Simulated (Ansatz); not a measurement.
Task: densities of the highest filled and lowest empty bands of InSe, space group R3m, with Ansatz 0.2.0 through its Python package. Give the script and its output. Use: PBEsol, PAW, the default cutoff (420 eV here), 6×6×6 k-points, fixed occupations.

`inse.cif`
```cif
data_InSe
_cell_length_a 8.750253
_cell_length_b 8.750253
_cell_length_c 8.750253
_cell_angle_alpha 26.42518
_cell_angle_beta 26.42518
_cell_angle_gamma 26.42518
_symmetry_space_group_name_H-M 'P 1'
_symmetry_Int_Tables_number 1
loop_
_symmetry_equiv_pos_as_xyz
'x, y, z'
loop_
_atom_site_label
_atom_site_type_symbol
_atom_site_fract_x
_atom_site_fract_y
_atom_site_fract_z
In1 In    0.000000    0.000000    0.000000
In2 In    0.111400    0.111400    0.111400
Se3 Se    0.616500    0.616500    0.616500
Se4 Se    0.828100    0.828100    0.828100
```

`inse.py`
```python
"""Densities of the top valence and bottom conduction bands of InSe."""

from dataclasses import dataclass
import itertools

import ansatz as az
from ase.io import read
import numpy as np


@dataclass
class Options:
    xc: str = "pbesol"
    k_spacing: float = 0.36
    occupations: str = "fixed"


cfg = Options()

atoms = read("inse.cif")
xtal = az.Crystal.from_ase(atoms)

calculation = (
    xtal.calculation()
    .functional(cfg.xc)
    .pseudopotentials("paw")
    .kpoints(spacing=cfg.k_spacing)
    .occupations(cfg.occupations)
    .band_densities([("v2", "v1"), ("c1", "c2")])
)
def show(event):
    row = event["data"]
    if event["event"] == "scf_iter" and row.get("harris_foulkes_ev") is not None:
        print(f"  iteration {row['iter']:3d}  Harris-Foulkes {row['harris_foulkes_ev']:.5f} eV  residual {row['dr2_ev']:.2e}")


outcome = calculation.session().plan().execute(on_event=show)
rep = outcome.report
# share of each window within a sphere about each atom, summed on the grid
cell = np.asarray(outcome.lattice.cell_ang)
for names, window in zip([("v2", "v1"), ("c1", "c2")], outcome.band_densities().windows):
    density = window.outcome.density
    rho = density.channels[0].density_e_per_ang3
    axes = density.fft_grid_basis @ cell
    points = np.stack(np.meshgrid(*(np.arange(n) / n for n in rho.shape), indexing="ij"), axis=-1)
    print("bands", names, "electrons", np.round(window.outcome.n_electrons, 3), "peak", round(float(rho.max()), 3), "e/A^3")
    for index, site in enumerate(outcome.lattice.sites):
        offset = points - np.asarray(site.position_ang) @ np.linalg.inv(axes)
        offset -= np.round(offset)
        distance = np.min([np.linalg.norm((offset + image) @ axes, axis=-1) for image in itertools.product((-1, 0, 1), repeat=3)], axis=0)
        print(f"   {index} {site.symbol:2s} {100 * rho[distance < 1.2].sum() / rho.sum():5.1f} % within 1.2 A")
```

`python inse.py` gives:
```text
DeckWarning: basis.ecutwfc = 420 eV, auto-derived from the records' recommended cutoffs: set by In (normal level)
  iteration   1  Harris-Foulkes -21901.15947 eV  residual 4.54e-02
  iteration   2  Harris-Foulkes -21901.14811 eV  residual 2.71e-03
  iteration   3  Harris-Foulkes -21901.14775 eV  residual 5.69e-04
  iteration   4  Harris-Foulkes -21901.14782 eV  residual 5.34e-05
  iteration   5  Harris-Foulkes -21901.14786 eV  residual 2.11e-06
  iteration   6  Harris-Foulkes -21901.14786 eV  residual 1.17e-07
  iteration   7  Harris-Foulkes -21901.14786 eV  residual 1.13e-08
bands ('v2', 'v1') electrons [4.] peak 0.295 e/A^3
   0 In   5.8 % within 1.2 A
   1 In   5.7 % within 1.2 A
   2 Se  21.9 % within 1.2 A
   3 Se  21.5 % within 1.2 A
bands ('c1', 'c2') electrons [4.] peak 0.209 e/A^3
   0 In  10.6 % within 1.2 A
   1 In  10.6 % within 1.2 A
   2 Se  12.8 % within 1.2 A
   3 Se  12.7 % within 1.2 A
```
(Warnings from the package without file and line.)

What to keep in mind:
- Total energies depend on the potentials; only differences at equal settings carry meaning. A total without «per atom» is that of the cell as typed.
- Of the deposited cell: the entry's cell lengths or inner coordinates differ somewhat from later room-temperature determinations.
- The starting cell is as deposited in a crystallographic database; the results hold for this polymorph, which needn't be the stable one.
- The windows are summed over all k-points with every state counted as full, the empty ones too; where a window cuts a degenerate level its bands share the weight. Values near the nuclei depend on the potentials. Spheres that overlap count density twice, so shares are no populations.
- Timing: 14 s on 1 thread of Arm Neoverse V1, on a shared host, peak memory 0.49 GiB.
